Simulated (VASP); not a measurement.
AlAs, 2 atoms in the cell. Symmetry: F-43m, No. 216, cubic system. Conventional cell: a = 5.682 Å, b = 5.682 Å, c = 5.682 Å, α = 90.00°, β = 90.00°, γ = 90.00°. Around Al (site symmetry -43m) lie 4 As at 2.46 Å. As (site symmetry -43m) has 4 Al at 2.46 Å as nearest neighbours. The cell was built by a generator and needn't be a form met in nature.

* Program: VASP 6.6.1
* Task: band structure
* Functional: HSE06
* Potentials or basis: VASP PAW PBE potentials, release 64 (Al, As)
* Cutoff: 520 eV
* k mesh: 4 × 4 × 4
* Occupations: gaussian, width 0.03 eV
* Spin: spin-orbit coupling, no magnetisation
* Grid for exact exchange (PRECFOCK): Fast
* Screening parameter: 0.2 1/A
* Further INCAR settings: ALGO = Normal; EDIFF = 1e-07; NBANDS = 22

Potentials or basis: VASP PAW PBE potentials, release 64 (Al, As).

Run with:

```bash
$ cat potpaw_PBE.64/Al/POTCAR potpaw_PBE.64/As/POTCAR > POTCAR
$ cp INCAR.step1 INCAR
$ mpirun -np 2 vasp_ncl > vasp.out
$ cp INCAR.step2 INCAR
$ mpirun -np 2 vasp_ncl > vasp.out
```

Hardware: 2 MPI ranks on AMD EPYC 7R13 Processor (Zen 3), on a shared host.

Q: Estimate the wall time of this run.

A: It took 8.1 min on 2 MPI ranks on AMD EPYC 7R13 Processor (Zen 3) (shared host), peak memory 0.35 GiB a rank. Counts: scf iterations 22, k points 10.
